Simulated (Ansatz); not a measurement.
GeTe (alpha-GeTe type, space group R3m)

```xyz
4
Lattice="4.1870 2.4174 7.3736 -2.0935 1.2087 3.6868 0.0000 -2.4174 3.6868" Properties=species:S:1:pos:R:3 pbc="T T T"
Ge     0.0000     0.0000     2.5643
Ge     2.0935     1.2087     6.2511
Te     0.0000     0.0000     8.4961
Te     2.0935     1.2087    12.1829
```

A phonon eigenvector at L = (0.5, 0.0, 0.0) is frozen into this cell: atom i moves by Q times the vector below, so Q is the largest atomic displacement, in Å. The cell is held. (q is in reciprocal vectors of the primitive cell; the cell shown is doubled to hold the pattern.)

```tsv
atom	x	y	z
Ge1	0.789	0.455	0.413
Ge2	-0.789	-0.455	-0.413
Te3	0.088	0.051	0.347
Te4	-0.088	-0.051	-0.347
```

All values below come from r2SCAN (plane waves to 500 eV, PAW, scalar-relativistic; Ansatz, an electronic-structure program). k mesh 5×10×10 (Γ-centred), Fermi-Dirac smearing 0.05 eV. E stands for the smeared free energy. GeTe was relaxed with its symmetry unable to fall. Spin-orbit coupling is left out, though Te is heavy. ΔE is measured from the undisplaced structure.

| Q (Å) | ΔE (meV/cell) |
|---|---|
| -0.280 | 804 |
| -0.187 | 362 |
| -0.093 | 91 |
| 0.000 | 0 |
| 0.093 | 91 |
| 0.187 | 362 |
| 0.280 | 804 |

Question: Which DFPT wavenumber at L = (0.5, 0.0, 0.0) belongs to this mode?
A) 179 cm⁻¹
B) 74 cm⁻¹
C) 139 cm⁻¹

Answer: A, 179 cm⁻¹. The curvature of the scan gives 179 cm⁻¹

(A displaced cell: forces are minus the slopes of the energy, force constants its curvatures, and phonons follow from these.)
